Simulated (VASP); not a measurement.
The system is Cu.

```
Cu
1.0
     0.00000    1.80750    1.80750
     1.80750    0.00000    1.80750
     1.80750    1.80750    0.00000
Cu
1
Direct
  0.00000 0.00000 0.00000
```

| Quantity | Value |
| --- | --- |
| Program | VASP 6.6.1 |
| Task | single point |
| Functional | PBE |
| Potentials or basis | VASP PAW PBE potentials, release 64 (Cu) |
| Cutoff | 520 eV |
| k mesh | 13 × 13 × 13 |
| Occupations | fermi-dirac, width 0.05 eV |
| Spin | no spin polarisation |

On this cell: pressure 2.2 GPa; band gap on the k mesh none (metal or under the smearing width).

The same run follows on a disturbed copy (cell strained at random at fixed volume):

```xyz
1
Lattice="-0.0086 1.7958 1.8017 1.8230 -0.0241 1.8172 1.7953 1.7836 0.0036" Properties=species:S:1:pos:R:3 pbc="T T T"
Cu    0.0083    0.0555   -0.0414
```

Q: What does the disturbed cell give?

A: The energy (extrapolated to zero smearing) moves by +1.5 meV/atom; pressure 2.3 GPa; band gap on the k mesh none (metal or under the smearing width).

Stress tensor (GPa, compression positive):
```
 2.19  1.59 -0.79
 1.59  2.50  0.56
-0.79  0.56  2.07
```
